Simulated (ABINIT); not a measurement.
## NiO in ABINIT: the effect of functional

NiO:

```
Ni O
1.0
     2.50462    0.00000    0.00000
     0.00000    2.50462    0.00000
     0.00000    0.00000    2.50462
Ni O
1 1
Cartesian
  0.0000 0.0000 0.0000
  1.2523 1.2523 1.2523
```

Measurements of this composition are mostly on another form, of space group No. 225.

Alike in all runs:

- Program: ABINIT 10.8.3 (patched build)
- Task: single point
- Potentials or basis: JTH PAW PBE v2.0
- Cutoff: 1333 eV
- k mesh: 11 × 11 × 11
- Occupations: fermi-dirac, width 0.05 eV
- Spin: collinear spin, ferromagnetic start
- Starting moments: [2.0, 0.0] μB

```tsv
functional	pressure (GPa)	moment (μB)
revPBE	?	?
PW91	24.6	0.67
WC	14.0	0.70
```

**Question.** What does the run with functional revPBE give?

**Answer.** Pressure 29.8 GPa; moment 0.50 μB.

Caveats: the PAW data sets were made with another functional, which shifts forces and pressure a little; a cell with one magnetic atom can't hold antiferromagnetic order, which such compounds often take; a pressure of tens of GPa on the cell as given is suspect, and the run, the potentials or the cell itself is likely at fault (some runs).
